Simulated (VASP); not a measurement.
Runs of VASP 6.6.1 on Ti. Symmetry: Fm-3m, No. 225, cubic system. Conventional cell: a = 4.060 Å, b = 4.060 Å, c = 4.060 Å, α = 90.00°, β = 90.00°, γ = 90.00°. Around Ti (site symmetry m-3m) lie 12 Ti at 2.87 Å. This isn't the form of Ti at room conditions, which is hcp.

```csv
task,level,potentials or basis,U,cell,k mesh,cutoff (eV),smearing,gap on the mesh (eV),pressure (GPa)
density of states,PBE+D4,"VASP PAW PBE potentials, release 64 (Ti)",-,cell strained at random at fixed volume,11 × 11 × 11,500,methfessel-paxton 0.1 eV,none,0.5
single point,PBE,"VASP PAW PBE potentials, release 54 (Ti_sv)",-,as given,11 × 11 × 11,520,gaussian 0.02 eV,none,(a)
relaxation of cell and atoms,RPBE+D3(BJ),"VASP PAW PBE potentials, release 64 (Ti_sv)",-,relaxed from: cell strained at random at fixed volume,11 × 11 × 11,600,methfessel-paxton 0.1 eV,none,0.0
band structure,r2SCAN+rVV10+U,"VASP PAW PBE potentials, release 64 (Ti_sv)",Ti d U = 5.3 eV,as given,11 × 11 × 11,520,methfessel-paxton 0.2 eV,-,20.4
```

Alike in all rows: no spin polarisation.

Q: Estimate the missing entries.

A: (a) 3.5.

Caveats: pairwise dispersion overbinds metals, which lowers pressure and volume (some runs); the PAW data sets were made with another functional, which shifts forces and pressure a little (some runs); U without spin polarisation on a metal has little footing (some runs); the U is typed as a test and isn't derived for this compound (some runs).

A gap of «none» marks a metal or a gap under the smearing width.

The runs don't all hold the same shells in valence.
